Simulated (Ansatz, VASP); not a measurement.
One calculation of CdSe, two programs

```
CELL_PARAMETERS angstrom
0.00000 2.87396 2.87396
2.87396 0.00000 2.87396
2.87396 2.87396 0.00000
ATOMIC_POSITIONS crystal
Cd 0.00000 0.00000 0.00000
Se 0.50000 0.50000 0.50000
```

Measurements of this composition are mostly on another form, of space group No. 186.

Alike in both runs: task relaxation of cell and atoms; functional PBE; dispersion D4; k mesh 8 × 8 × 8; occupations fermi-dirac, width 0.05 eV; no spin polarisation.

|  | VASP | Ansatz |
| --- | --- | --- |
| version | VASP 6.6.1 | Ansatz 0.2.0 |
| potentials or method | VASP PAW PBE potentials, release 64 (Cd, Se) | Ansatz PAW |
| plane-wave cutoff (eV) | 600 | 420 |
| valence electrons in the cell | 18 | 36 |

```csv
,VASP,Ansatz,Ansatz less VASP
"gap on the k mesh at the Fermi level, each at its own relaxed structure (eV)",none,none,-
relaxed volume (Å³/atom),22.75,22.65,-0.107
relaxed cell length with the largest relative difference (Å),4.007,4.001,-0.0063
energy change over the relaxation (meV/atom),-8,-10,-1.9
```

A gap of «none» marks a metal or a gap that the smearing closes. The two sets of potentials don't hold the same shells in valence.

Caveats: pairwise dispersion overbinds metals, which lowers pressure and volume; the plane-wave basis is chosen anew once the cell has moved, so the energies of steps on either side of that aren't comparable (Ansatz).
